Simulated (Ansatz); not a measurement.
# Ru: element swaps in one structure

One table from this session's results is given with a row withheld; the runs are named, their logs left out.

Method: DFT r2SCAN, scalar-relativistic, plane waves, PAW, in Ansatz 0.2.0.

1 further run of the same task is left out (set aside as unsound or not needed).

## Starting point

The structure is hexagonal, space group P6_3/mmc (No. 194). Conventional cell: a = 2.702 Å, b = 2.702 Å, c = 4.266 Å, α = 90.00°, β = 90.00°, γ = 120.00°. Around Ru (site symmetry -6m2) lie 12 Ru at 2.64 to 2.70 Å.

Coordinates:

```cif
data_structure
_symmetry_space_group_name_H-M 'P 1'
_symmetry_Int_Tables_number 1
_cell_length_a 2.7025
_cell_length_b 2.7025
_cell_length_c 4.2658
_cell_angle_alpha 90.000
_cell_angle_beta 90.000
_cell_angle_gamma 120.000
_cell_volume 26.98
loop_
_atom_site_label
_atom_site_type_symbol
_atom_site_fract_x
_atom_site_fract_y
_atom_site_fract_z
_atom_site_occupancy
Ru1 Ru 0.33333 0.66667 0.25000 1
Ru2 Ru 0.66667 0.33333 0.75000 1
```

It goes back to an entry of the Materials Project.

It is the result of an earlier relaxation at this level (volume 13.49 Å³/atom; gap on the mesh: none (metal)).

Set-up of the first run:

input.yaml reads:

```yaml
crystal:
  lattice:
    - [3.0632832271, 0.0, 0.0]
    - [-1.5316416135, 2.6528810937, 0.0]
    - [0.0, 0.0, 4.8353906916]
  atoms:
    - { symbol: Hf, position: [0.3333333333, 0.6666666667, 0.25] }
    - { symbol: Hf, position: [0.6666666667, 0.3333333333, 0.75] }
basis:
  ecutwfc: 500
kpoints:
  mp_grid: { grid: [6, 6, 4] }
hamiltonian:
  xc: r2scan
scf:
  occupations: { method: gaussian, width: 0.1 }
output:
  forces: true
  stress: true
  eigenvalues: true
```

Launch:

```console
$ ansatz run input.yaml --threads 1 --pin off --max-ram 2560MiB --backend cpu --events-out ev --progress --plain --runs-dir out
```

Steps of the session up to this table: Quick check of gap, pressure and forces (Hf); A loose first relaxation (Hf); Full relaxation (Hf); A first look at the start (Zr); Coarse relaxation (Zr); Full relaxation (Zr).

One table of the session follows, with a row left open; its other results are not shown here.

Lengths are those of the vectors of the cell that was run:

| swap | volume (Å³/atom) | a (Å) | b (Å) | c (Å) |
| --- | --- | --- | --- | --- |
| none | 13.49 | 2.702 | 2.702 | 4.266 |
| Ru → Os | 14.01 | 2.736 | 2.736 | 4.322 |
| Ru → Fe | 12.26 | 2.541 | 2.541 | 4.384 |
| Ru → Mo | 15.98 | 2.735 | 2.735 | 4.931 |
| Ru → Ti | ? | ? | ? | ? |
| Ru → Hf | 22.35 | 3.199 | 3.199 | 5.044 |
| Ru → Zr | 23.51 | 3.247 | 3.247 | 5.150 |

**Question.** Estimate the row for Ru → Ti.

**Answer.** volume (Å³/atom): 17.30; a (Å): 2.936; b (Å): 2.936; c (Å): 4.636. In the column «volume (Å³/atom)» it lies between Ru → Mo (15.98) and Ru → Hf (22.35).

Lengths are those of the computed cell. Rows of earlier swaps come from the sessions before.
